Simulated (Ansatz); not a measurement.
# TiO2 (1T monolayer type, one sheet): optical response by level

How does TiO2 (1T monolayer type, one sheet) absorb light if electrons and holes don't interact? The runs, in order: HSE06 for the gap; optics with PBE on 9×9×1; optics with r2SCAN on 9×9×1; optics with PBE and scissors to the HSE06 gap on 9×9×1.

Computed with Ansatz 0.2.0 (plane waves, PAW; no local fields, no excitons, unless a step's input says otherwise).

**1. The structure to begin with**

It takes space group P-3m1 (No. 164, trigonal). The conventional cell has a = 2.973 Å, b = 2.973 Å, c = 28.959 Å, α = 90.00°, β = 90.00°, γ = 120.00°. Around Ti (site symmetry -3m) lie 6 O at 1.96 Å. Around O (site symmetry 3m) lie 3 Ti at 1.96 Å.

Coordinates:

```
Ti O
1.0
     2.97259    0.00000    0.00000
    -1.48629    2.57434    0.00000
     0.00000    0.00000   28.95891
Ti O
1 2
Cartesian
  0.0000 0.0000 9.0000
  0.0000 1.7162 9.9551
  1.4863 0.8581 8.0449
```

The cell was relaxed beforehand with r2SCAN; those runs aren't shown. No spin polarisation is used; should the compound be magnetic, its bands and low-energy spectrum would differ. The cell holds one sheet and vacuum, and is periodic in the plane alone; ε, where given, is a mean over the whole height of the cell, so ε₂ and ε₁ − 1 scale inversely with that height and aren't the sheet's own values.

**2. The gap to aim at**

File input.yaml:

```yaml
crystal:
  lattice:
    - [2.9725861984, 0.0, 0.0]
    - [-1.4862930992, 2.5743351627, 0.0]
    - [0.0, 0.0, 28.9589108368]
  atoms:
    - { symbol: Ti, position: [0.0, 0.0, 0.3107851691] }
    - { symbol: O, position: [0.3333333333, 0.6666666667, 0.3437672042] }
    - { symbol: O, position: [0.6666666667, 0.3333333333, 0.2778031339] }
  periodic: [true, true, false]
kpoints:
  mp_grid: { grid: [6, 6, 1] }
  band_path:
    path:
      - [0.0, 0.0, 0.0]
      - [0.5, 0.0, 0.0]
      - [0.3333333333, 0.3333333333, 0.0]
      - [0.145833, 0.151042, 0.0]
    npoints: 1
hamiltonian:
  xc: hse06
scf:
  occupations: { method: fixed }
  n_extra_bands: 4
output:
  forces: true
  stress: true
  eigenvalues: true
```

On the command line:

```console
$ ansatz run input.yaml --threads 4 --pin off --max-ram 5529MiB --backend cpu --events-out ev --progress --plain --runs-dir out
```

After this run come: Optics, PBE; Optics, r2SCAN; Optics, PBE with a scissors shift.

Before running them: what should the planned runs give, taken together? Wanted: ε∞, PBE; ε∞, r2SCAN; tallest peak of ε₂, PBE; tallest peak of ε₂, r2SCAN; HSE06 direct gap.

**Answer**, as computed:

| quantity | value |
| --- | --- |
| ε∞, PBE | 1.98 (xx, yy), 1.52 (zz) |
| ε∞, r2SCAN | 1.86 (xx, yy), 1.47 (zz) |
| ε∞, PBE + 1.62 eV scissors | 1.77 (xx, yy), 1.43 (zz) |
| tallest peak of ε₂, PBE | 2.3 at 4.50 eV |
| tallest peak of ε₂, r2SCAN | 2.1 at 6.60 eV |
| tallest peak of ε₂, PBE + 1.62 eV scissors | 2.3 at 6.10 eV |
| HSE06 direct gap | 4.56 eV |

What this shows: From PBE to PBE + 1.62 eV scissors the direct gap grows from 2.95 to 4.56 eV, and ε∞ goes from 1.98 to 1.77 (in the plane): a wider gap screens less. A sheet's ε refers to the whole height of the cell: in the plane ε − 1 falls as one over that height. Local fields and excitons are left out: both change ε∞, and without excitons the onset lacks its lines.
